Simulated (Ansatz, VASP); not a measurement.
LuH2: VASP beside Ansatz

```
Lu H
1.0
     0.00000    2.47913    2.47913
     2.47913    0.00000    2.47913
     2.47913    2.47913    0.00000
Lu H
1 2
Cartesian
  0.0000 0.0000 0.0000
  1.2396 1.2396 1.2396
  3.7187 3.7187 3.7187
```

Alike in both runs: functional PBEsol; k mesh 12 × 12 × 12; occupations fermi-dirac, width 0.05 eV; no spin polarisation.

Ansatz relaxed the structure, and its values are those at the end. VASP's run is a single point on that final structure, the one shown.

|  | VASP | Ansatz |
| --- | --- | --- |
| version | VASP 6.6.1 | Ansatz 0.2.0 |
| potentials or method | VASP PAW PBE potentials, release 64 (Lu, H) | PAW with Ansatz's default frozen-core files, scalar-relativistic |
| plane-wave cutoff (eV) | 520 | 420 |
| valence electrons in the cell | 27 | 27 |

```tsv
	VASP	Ansatz	Ansatz less VASP
pressure (GPa)	0.3	0.0	-0.37
```

With one functional, cell and mesh, what is left measures potentials, basis and numerics.

Caveats: the PAW data sets were made with another functional, which shifts forces and pressure a little (VASP). The runs have no spin-orbit coupling, so splittings on Lu are missing.
